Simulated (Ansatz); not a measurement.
# Germanium, hcp under revPBE: structure, energy and stiffness

What does revPBE give for germanium in the hcp structure? We relax it, solve it on a dense k-mesh, then scale the cell to 7 volumes from 88 to 112 % of the relaxed one and try a fit of the equation of state. Spin polarisation is left out. The k-meshes are 12×12×7 for the relaxation; 19×19×11 for the dense run; 13×13×8 for the volumes.

This is Ge in the hcp structure; at room conditions it is diamond.

Method: DFT revPBE, plane waves (420 eV) with PAW, scalar-relativistic; the PAW data stem from PBE, with regenerated cores, in Ansatz 0.2.0.

## (1) Starting point

It takes space group P6_3/mmc (No. 194, hexagonal). Conventional cell: a = 3.008 Å, b = 3.008 Å, c = 4.911 Å, α = 90.00°, β = 90.00°, γ = 120.00°. Ge (site symmetry -6m2) is surrounded by 12 Ge at 3.01 Å.

Coordinates:

```cif
data_structure
_symmetry_space_group_name_H-M 'P6_3/mmc'
_symmetry_Int_Tables_number 194
_cell_length_a 3.0077
_cell_length_b 3.0077
_cell_length_c 4.9115
_cell_angle_alpha 90.000
_cell_angle_beta 90.000
_cell_angle_gamma 120.000
_cell_volume 38.48
loop_
_atom_site_label
_atom_site_type_symbol
_atom_site_symmetry_multiplicity
_atom_site_Wyckoff_symbol
_atom_site_fract_x
_atom_site_fract_y
_atom_site_fract_z
_atom_site_occupancy
Ge1 Ge 2 c 0.33333 0.66667 0.25000 1
```

## (2) Geometry optimisation

input.yaml reads:

```yaml
crystal:
  lattice:
    - [3.0076538696, 0.0, 0.0]
    - [-1.5038269348, 2.6047046568, 0.0]
    - [0.0, 0.0, 4.911498769]
  atoms:
    - { symbol: Ge, position: [0.3333333333, 0.6666666667, 0.25] }
    - { symbol: Ge, position: [0.6666666667, 0.3333333333, 0.75] }
hamiltonian:
  xc: revpbe
  pseudopotentials:
    kind: paw
    azcp:
      Ge: "pseudopotentials/Ge.paw.azcp"
basis:
  ecutwfc: 420
  fft_grid_basis: typed
kpoints:
  mp_grid: { grid: [12, 12, 7], shift: [0, 0, 0] }
magnetization:
  spin_polarized: false
scf:
  occupations: { method: fermi_dirac, width: 0.1 }
relax:
  max_steps: 60
  f_tol: 0.01
  cell: {}
```

On the command line:

```
$ ansatz run input.yaml --threads 2 --pin off --max-ram 5120MiB --backend cpu --events-out ev --progress --plain --runs-dir out
```

Log (excerpt; [...] marks lines left out):

```text
Warning: RAYON_NUM_THREADS=2 ignored (pool sized by the plan → 2); use --threads N
[...]
Pseudopotentials: kind: paw
Pseudopotential: Ge, paw, valence charge 14, recommended cutoff 420 eV (normal), <dir>
Functional definition: revPBE
[...]
Crystal: 2 atoms, lattice volume = 38.477 Å³
Basis set: ecut = 420 eV, 713 PW (Γ), exchange–correlation on 48×48×72 points (8 copies of the dense FFT grid, shifted against one another)
Bands: 18, of which v1, the nominal top of the filled ones, is band 14 counted from 1 (13 counted from 0)
Symmetry: 24 space group operations
Space group: P63/mmc (ITA 194), of the structure as read, at distance tolerance 3.4e-5 Å
k-points: 76 of 1008
[...]
SCF iter   1: F=—  HF=-8597.433743 eV  |F-HF|=—  |Δ(HF+E_count)|=         —  Δρ=2.81e-3  dr2=1.25e-3  ethr=1.77e-3  ⟨swp⟩=4.9  Hψ=5561  notcnv=0
[...]
relax step   1: F+E_penalty+E_count = -8597.43317629 eV  Δ(F+E_penalty+E_count) = +0.000e0 eV  max|allowed force component| = 1.249e-16 eV/Å  Δτ_max = 0.0000 Å  P = +1.368 GPa  Ω = 38.477 Å³  (6 SCF iters, dr2 threshold 1.00e-7 eV, accepted)
[...]
relax step   5: F+E_penalty+E_count = -8597.45249534 eV  Δ(F+E_penalty+E_count) = -9.940e-5 eV  max|allowed force component| = 1.388e-17 eV/Å  Δτ_max = 0.0000 Å  P = -0.010 GPa  Ω = 39.411 Å³  energy of the carried Pulay correction = -1.840e-4 eV  (6 SCF iters, dr2 threshold 2.00e-7 eV, accepted)
[...]
relax step   6: F+E_penalty+E_count = -8597.45268461 eV  Δ(F+E_penalty+E_count) = -1.893e-4 eV  max|allowed force component| = 5.551e-17 eV/Å  Δτ_max = 0.0000 Å  P = -0.005 GPa  Ω = 39.411 Å³  stress off target by 1.29e-2 GPa  SCF on the basis re-selected at this cell (its energy is not [...]
SCF converged after 6 iterations
Free energy (F): -8597.452685 eV
[...]
E sigma→0 (E₀):  -8597.438633 eV
Entropy (-TS):   -0.028104 eV (-14.052 meV/atom)
Fermi energy:    10.573835 eV
[...]
--- Forces (eV/Å), atoms counted from 1 ---
  atom   1  Ge    -0.00000000     0.00000000     0.00000000
  atom   2  Ge     0.00000000    -0.00000000    -0.00000000
[...]
--- Stress (GPa, compression-positive) ---
       -0.012946       0.000000      -0.000000
        0.000000      -0.012946       0.000000
       -0.000000       0.000000       0.009486
  P = ⅓ Tr σ = -0.0055 GPa (-0.055 kbar)
--- Relaxed structure (5 steps of the walk, 4 accepted, 1 SCFs on fresh bases) ---
  F+E_penalty+E_count = -8597.45268461 eV   max|allowed force component| = 5.551e-17 eV/Å   (the final SCF, on the basis selected at the relaxed cell)
  cell:  # Å, volume = 39.4111 Å³
    - [3.0855885071078957, 5.4905795958759335e-33, 5.000420800096889e-20]
    - [-1.5427942535539478, 2.6721980327807384, -2.5002104000486032e-20]
    - [8.165687166564398e-20, -2.241529120018038e-33, 4.7798185076073425]
  atoms:
    - { symbol: Ge, position: [0.3333333333333333, 0.6666666666666666, 0.25] }
    - { symbol: Ge, position: [0.6666666666666666, 0.3333333333333333, 0.75] }
```

Wall time 6.7 s (2 threads of Arm Neoverse V2, shared host); peak memory 0.34 GiB.

The walk, from the log:

| step | energy change (meV/atom) | largest force (eV/Å) | pressure (GPa) | volume (Å³/atom) | accepted |
| --- | --- | --- | --- | --- | --- |
| 1 | 0.00 | 0.0000 | 1.37 | 19.238 | yes |
| 2 | -7.35 | 0.0000 | -0.35 | 19.799 | yes |
| 3 | -6.88 | 0.0000 | -0.28 | 19.831 | no |
| 4 | -9.61 | 0.0000 | -0.10 | 19.733 | yes |
| 5 | -9.66 | 0.0000 | -0.01 | 19.706 | yes |
| 6 | -9.75 | 0.0000 | -0.01 | 19.706 | yes |

Steps that repeat a cell are solved on a basis chosen anew, so their changes of energy are no gain of the relaxation.

The cell of the run, before and after:

|  | before | after | change |
| --- | --- | --- | --- |
| a (Å) | 3.008 | 3.086 | +2.6 % |
| b (Å) | 3.008 | 3.086 | +2.6 % |
| c (Å) | 4.911 | 4.780 | -2.7 % |
| volume (Å³/atom) | 19.238 | 19.706 | +2.4 % |
| shortest distance (Å) | 3.008 | 2.981 | -0.9 % |
| space group (spins left aside) | P6_3/mmc | P6_3/mmc | same |

## (3) Dense single point

input.yaml reads:

```yaml
crystal:
  lattice:
    - [3.0855885071, 0.0, 0.0]
    - [-1.5427942536, 2.6721980328, 0.0]
    - [0.0, 0.0, 4.7798185076]
  atoms:
    - { symbol: Ge, position: [0.3333333333, 0.6666666667, 0.25] }
    - { symbol: Ge, position: [0.6666666667, 0.3333333333, 0.75] }
hamiltonian:
  xc: revpbe
  pseudopotentials:
    kind: paw
    azcp:
      Ge: "pseudopotentials/Ge.paw.azcp"
basis:
  ecutwfc: 420
  fft_grid_basis: typed
kpoints:
  mp_grid: { grid: [19, 19, 11], shift: [0, 0, 0] }
magnetization:
  spin_polarized: false
scf:
  occupations: { method: fermi_dirac, width: 0.1 }
```

On the command line:

```
$ ansatz run input.yaml --threads 2 --pin off --max-ram 5120MiB --backend cpu --events-out ev --progress --plain --runs-dir out
```

Log (excerpt; [...] marks lines left out):

```text
Warning: RAYON_NUM_THREADS=2 ignored (pool sized by the plan → 2); use --threads N
[...]
[... 3 set-up lines as earlier in the session ...]
[...]
Crystal: 2 atoms, lattice volume = 39.411 Å³
Basis set: ecut = 420 eV, 759 PW (Γ)
Bands: 18, of which v1, the nominal top of the filled ones, is band 14 counted from 1 (13 counted from 0)
[... 2 set-up lines as earlier in the session ...]
k-points: 240 of 3971
[...]
SCF iter   1: F=—  HF=-8597.436476 eV  |F-HF|=—  |Δ(HF+E_count)|=         —  Δρ=2.79e-3  dr2=1.49e-3  ethr=1.77e-3  ⟨swp⟩=4.8  Hψ=17499  notcnv=0
[...]
SCF iter   6: F=-8597.435783 eV  HF=-8597.435783 eV  |F-HF|=3.39e-9  |Δ(HF+E_count)|=   2.42e-8  Δρ=2.91e-6  dr2=1.11e-9  ethr=5.49e-11  ⟨swp⟩=1.0  Hψ=12758  notcnv=0
[...]
SCF converged after 6 iterations
Free energy (F): -8597.435783 eV
[...]
E sigma→0 (E₀):  -8597.419662 eV
Entropy (-TS):   -0.032241 eV (-16.121 meV/atom)
Fermi energy:    10.550431 eV
[...]
```

Wall time 2.9 s (2 threads of Arm Neoverse V2, shared host); peak memory 0.38 GiB.

## (4) Volume × 0.88

input.yaml reads:

```yaml
crystal:
  lattice:
    - [2.9568700087, 0.0, 0.0]
    - [-1.4784350044, 2.5607245433, 0.0]
    - [0.0, 0.0, 4.5804234621]
  atoms:
    - { symbol: Ge, position: [0.3333333333, 0.6666666667, 0.25] }
    - { symbol: Ge, position: [0.6666666667, 0.3333333333, 0.75] }
hamiltonian:
  xc: revpbe
  pseudopotentials:
    kind: paw
    azcp:
      Ge: "pseudopotentials/Ge.paw.azcp"
basis:
  ecutwfc: 420
  fft_grid_basis: typed
kpoints:
  mp_grid: { grid: [13, 13, 8], shift: [0, 0, 0] }
magnetization:
  spin_polarized: false
scf:
  occupations: { method: fermi_dirac, width: 0.1 }
  lower_state_search: "off"
output:
  stress: true
```

On the command line:

```
$ ansatz run input.yaml --threads 2 --pin off --max-ram 5120MiB --backend cpu --events-out ev --progress --plain --runs-dir out
```

Log (excerpt; [...] marks lines left out):

```text
Warning: RAYON_NUM_THREADS=2 ignored (pool sized by the plan → 2); use --threads N
[...]
[... 3 set-up lines as earlier in the session ...]
[...]
Crystal: 2 atoms, lattice volume = 34.682 Å³
Basis set: ecut = 420 eV, 675 PW (Γ)
Bands: 18, of which v1, the nominal top of the filled ones, is band 14 counted from 1 (13 counted from 0)
[... 1 set-up line as earlier in the session ...]
Space group: P63/mmc (ITA 194), of the structure as read, at distance tolerance 3.3e-5 Å
k-points: 105 of 1352
[...]
SCF iter   1: F=—  HF=-8597.281287 eV  |F-HF|=—  |Δ(HF+E_count)|=         —  Δρ=3.45e-3  dr2=1.47e-3  ethr=1.77e-3  ⟨swp⟩=4.9  Hψ=7658  notcnv=0
[...]
SCF iter   6: F=-8597.281223 eV  HF=-8597.281223 eV  |F-HF|=8.87e-9  |Δ(HF+E_count)|=   4.30e-8  Δρ=4.07e-6  dr2=2.09e-9  ethr=6.42e-11  ⟨swp⟩=3.0  Hψ=5258  notcnv=0
[...]
SCF converged after 6 iterations
Free energy (F): -8597.281223 eV
[...]
E sigma→0 (E₀):  -8597.261784 eV
Entropy (-TS):   -0.038879 eV (-19.440 meV/atom)
Fermi energy:    12.528083 eV
[...]
--- Stress (GPa, compression-positive) ---
        9.600986       0.000000       0.000000
       -0.000000       9.600986       0.000000
        0.000000       0.000000      10.909180
  P = ⅓ Tr σ = 10.0371 GPa (100.371 kbar)
```

It took 1.4 s on 2 threads of Arm Neoverse V2, shared host; peak memory 0.32 GiB.

## (5) Volume × 0.92

Edit input.yaml of step 4 so:

```diff
@@ -2,5 +2,5 @@
   lattice:
-    - [2.9568700087, 0.0, 0.0]
-    - [-1.4784350044, 2.5607245433, 0.0]
-    - [0.0, 0.0, 4.5804234621]
+    - [3.0010089043, 0.0, 0.0]
+    - [-1.5005044522, 2.5989499481, 0.0]
+    - [0.0, 0.0, 4.6487980719]
   atoms:
```

On the command line:

```
$ ansatz run input.yaml --threads 2 --pin off --max-ram 5120MiB --backend cpu --events-out ev --progress --plain --runs-dir out
```

Log (excerpt; [...] marks lines left out):

```text
Warning: RAYON_NUM_THREADS=2 ignored (pool sized by the plan → 2); use --threads N
[...]
[... 3 set-up lines as earlier in the session ...]
[...]
Crystal: 2 atoms, lattice volume = 36.258 Å³
Basis set: ecut = 420 eV, 699 PW (Γ)
Bands: 18, of which v1, the nominal top of the filled ones, is band 14 counted from 1 (13 counted from 0)
[... 2 set-up lines as earlier in the session ...]
k-points: 105 of 1352
[...]
SCF iter   1: F=—  HF=-8597.359718 eV  |F-HF|=—  |Δ(HF+E_count)|=         —  Δρ=2.98e-3  dr2=1.24e-3  ethr=1.77e-3  ⟨swp⟩=4.9  Hψ=7665  notcnv=0
[...]
SCF iter   6: F=-8597.359307 eV  HF=-8597.359307 eV  |F-HF|=5.09e-11  |Δ(HF+E_count)|=   1.16e-9  Δρ=8.67e-7  dr2=1.51e-10  ethr=2.05e-11  ⟨swp⟩=1.0  Hψ=4605  notcnv=0
[...]
SCF converged after 6 iterations
Free energy (F): -8597.359307 eV
[...]
E sigma→0 (E₀):  -8597.337758 eV
Entropy (-TS):   -0.043099 eV (-21.549 meV/atom)
Fermi energy:    11.809849 eV
[...]
--- Stress (GPa, compression-positive) ---
        5.615973      -0.000000       0.000000
       -0.000000       5.615973       0.000000
        0.000000       0.000000       6.753095
  P = ⅓ Tr σ = 5.9950 GPa (59.950 kbar)
```

Run time: 1.4 s. Hardware: 2 threads of Arm Neoverse V2, shared host; peak memory 0.32 GiB.

(Part 1 of 2 ends here.)
